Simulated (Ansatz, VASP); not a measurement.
# Mg in VASP and in Ansatz

POSCAR

```
Mg
1.0
    4.1166553909      0.0000000000      0.0000000000
   -2.0583276955      3.5651281472      0.0000000000
    0.0000000000      0.0000000000      4.6704833455
Mg
3
Direct
    0.2254000000      0.0000000000      0.3333333333
    0.0000000000      0.2254000000      0.6666666667
    0.7746000000      0.7746000000      0.0000000000
```

INCAR.step1

```
SYSTEM = Mg
ALGO     = Normal         ! electronic algorithm
EDIFF    = 1E-4           ! SCF threshold, eV
ENCUT    = 600            ! plane-wave cutoff, eV
GGA      = PE             ! functional
ISMEAR   = 0              ! smearing method
LASPH    = .TRUE.         ! aspherical terms in the spheres
LCHARG   = .FALSE.        ! write CHGCAR
LREAL    = .FALSE.        ! projectors in reciprocal space
LWAVE    = .TRUE.         ! write WAVECAR
NELM     = 100            ! most SCF steps
PREC     = Accurate       ! precision mode
SIGMA    = 0.1            ! smearing width, eV
```

Contents of INCAR.step2:

```
SYSTEM = Mg
ALGO     = Normal         ! electronic algorithm
EDIFF    = 1E-6           ! SCF threshold, eV
EDIFFG   = -0.04          ! ionic threshold
ENCUT    = 600            ! plane-wave cutoff, eV
IBRION   = 2              ! ionic algorithm
ISIF     = 3              ! what is computed and relaxed
ISMEAR   = 0              ! smearing method
ISTART   = 1            
LASPH    = .TRUE.         ! aspherical terms in the spheres
LCHARG   = .FALSE.        ! write CHGCAR
LMIXTAU  = .TRUE.       
LREAL    = .FALSE.        ! projectors in reciprocal space
LWAVE    = .FALSE.        ! write WAVECAR
METAGGA  = R2SCAN         ! meta-GGA
NELM     = 100            ! most SCF steps
NSW      = 90             ! ionic steps
PREC     = Accurate       ! precision mode
SIGMA    = 0.1            ! smearing width, eV
```

KPOINTS

```
k-points
0
G
  6 6 4
  0 0 0
```

Input for Ansatz:

```yaml
crystal:
  lattice:
    - [4.1166553909, 0.0, 0.0]
    - [-2.0583276955, 3.5651281472, 0.0]
    - [0.0, 0.0, 4.6704833455]
  atoms:
    - { symbol: Mg, position: [0.2254, 0.0, 0.3333333333] }
    - { symbol: Mg, position: [0.0, 0.2254, 0.6666666667] }
    - { symbol: Mg, position: [0.7746, 0.7746, 0.0] }
basis:
  ecutwfc: 500
kpoints:
  mp_grid: { grid: [6, 6, 4] }
hamiltonian:
  xc: r2scan
scf:
  occupations: { method: gaussian, width: 0.1 }
  lower_state_search: "off"
output:
  forces: true
  stress: true
  eigenvalues: true
relax:
  adjacent_minimum: "off"
  f_tol: 0.04
  max_steps: 70
  cell: { stress_tol: 0.4 }
```

Alike in both runs: task relaxation of cell and atoms; functional r2SCAN; k mesh 6 × 6 × 4; occupations gaussian, width 0.1 eV; no spin polarisation.

|  | VASP | Ansatz |
| --- | --- | --- |
| version | VASP 6.6.1 | Ansatz 0.2.0 |
| potentials or method | VASP PAW PBE potentials, release 64 (Mg) | scalar-relativistic, plane waves, PAW |
| plane-wave cutoff (eV) | 600 | 500 |
| valence electrons in the cell | 6 | 30 |

|  | VASP | Ansatz | Ansatz less VASP |
| --- | --- | --- | --- |
| gap on the k mesh at the Fermi level, each at its own relaxed structure (eV) | none | none | - |
| relaxed volume (Å³/atom) | 22.36 | 22.54 | +0.181 |
| relaxed cell length with the largest relative difference (Å) | 4.989 | 5.007 | +0.0171 |
| energy change over the relaxation (meV/atom) | -1446 | -1449 | -2.6 |

A gap of «none» marks a metal or a gap that the smearing closes. The two sets of potentials don't hold the same shells in valence.

Caveats: the PAW data sets were made with another functional, which shifts forces and pressure a little (VASP).
